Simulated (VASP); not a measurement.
# PbS (Galena): band structure with PBE

PbS (Galena):

```
Pb S
1.0
     0.00000    2.96575    2.96575
     2.96575    0.00000    2.96575
     2.96575    2.96575    0.00000
Pb S
1 1
Direct
  0.00000 0.00000 0.00000
  0.50000 0.50000 0.50000
```

| Property | Result |
| --- | --- |
| Program | VASP 6.6.1 |
| Task | band structure |
| Functional | PBE |
| Potentials or basis | VASP PAW PBE potentials, release 64 (Pb_d, S) |
| Cutoff | 520 eV |
| k mesh | 6 × 6 × 6 |
| Occupations | gaussian, width 0.02 eV |
| Spin | spin-orbit coupling, no magnetisation |
| Ladder | free |
| Further INCAR settings | ALGO = Normal; EDIFF = 1e-06 |

* Pressure: 1.8 GPa
* Valence electrons inside the program's atomic spheres: Pb 11.85; S 3.68

It took 85 s on 2 MPI ranks on AMD EPYC 9R45 96-Core Processor (Zen 5), with other jobs on the host, peak memory 0.3 GiB a rank.
